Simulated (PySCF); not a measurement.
Molfile (atoms numbered from 1):
```
C4H6O2
     RDKit          3D

 12 12  0  0  0  0  0  0  0  0999 V2000
    2.2228   -1.3742    0.2072 O   0  0  0  0  0  0  0  0  0  0  0  0
    1.1763   -0.8221    0.0564 C   0  0  0  0  0  0  0  0  0  0  0  0
    0.8503    0.6525    0.2144 C   0  0  0  0  0  0  0  0  0  0  0  0
   -0.6649    0.6611    0.3307 C   0  0  0  0  0  0  0  0  0  0  0  0
   -1.0341   -0.5746   -0.4858 C   0  0  0  0  0  0  0  0  0  0  0  0
    0.0522   -1.4754   -0.3174 O   0  0  0  0  0  0  0  0  0  0  0  0
    1.2019    1.1677   -0.6964 H   0  0  0  0  0  0  0  0  0  0  0  0
    1.3991    1.0801    1.0630 H   0  0  0  0  0  0  0  0  0  0  0  0
   -0.9661    0.5235    1.3810 H   0  0  0  0  0  0  0  0  0  0  0  0
   -1.1458    1.5757   -0.0420 H   0  0  0  0  0  0  0  0  0  0  0  0
   -1.1394   -0.3378   -1.5593 H   0  0  0  0  0  0  0  0  0  0  0  0
   -1.9524   -1.0766   -0.1517 H   0  0  0  0  0  0  0  0  0  0  0  0
  1  2  2  0
  2  3  1  0
  3  4  1  0
  4  5  1  0
  5  6  1  0
  6  2  1  0
  3  7  1  0
  3  8  1  0
  4  9  1  0
  4 10  1  0
  5 11  1  0
  5 12  1  0
M  END
```

Geometry: PBE0-D3(BJ)/def2-SVP; GIAO shifts from PySCF 2.14, gas phase, non-relativistic, averaged over equivalent atoms.

At PBE0/def2-TZVP (222 basis functions, 24 s wall time on 1 thread of an Arm Neoverse V2, shared host):
```tsv
atoms	δ (ppm)
O1	413.9
O6	221.7
C2	177.3
C5	67.8
C3	29.3
C4	25.8
H11/H12	4.05
H7/H8	2.14
H9/H10	1.99
```

Scale: H2O for $^{17}$O (332.57 ppm); $^{13}$C (186.65 ppm) and $^{1}$H (31.48 ppm) vs TMS (reference shieldings calculated alike).

Estimate the result of repeating the calculation with B97-2/pcSseg-2.

Results:


```tsv
atoms	δ at B97-2/pcSseg-2	change
O1	406.7	-7.2
O6	218.5	-3.2
C2	179.2	+1.9
C5	69.6	+1.8
C3	30.3	+1.0
C4	27.2	+1.4
H11/H12	4.06	+0.01
H7/H8	2.18	+0.04
H9/H10	2.01	+0.02
```

Referencing at the same level of theory: $^{17}$O (σref 326.24) against H2O; TMS for $^{13}$C (σref 183.46), $^{1}$H (σref 31.36).

The largest change is at O1 (ester carbonyl oxygen). Cost: 300 basis functions, 28 s wall time on 1 thread of an Intel Xeon 6975P-C, shared host. The order of the carbon signals is the same at both levels.

Unscaled 17O shifts of doubly bonded oxygen tend to come out too high, by tens of ppm or more. Experimental scales use liquid or dissolved standards, which lie at an offset from isolated H2O (liquid H2O: subtract about 36 ppm).
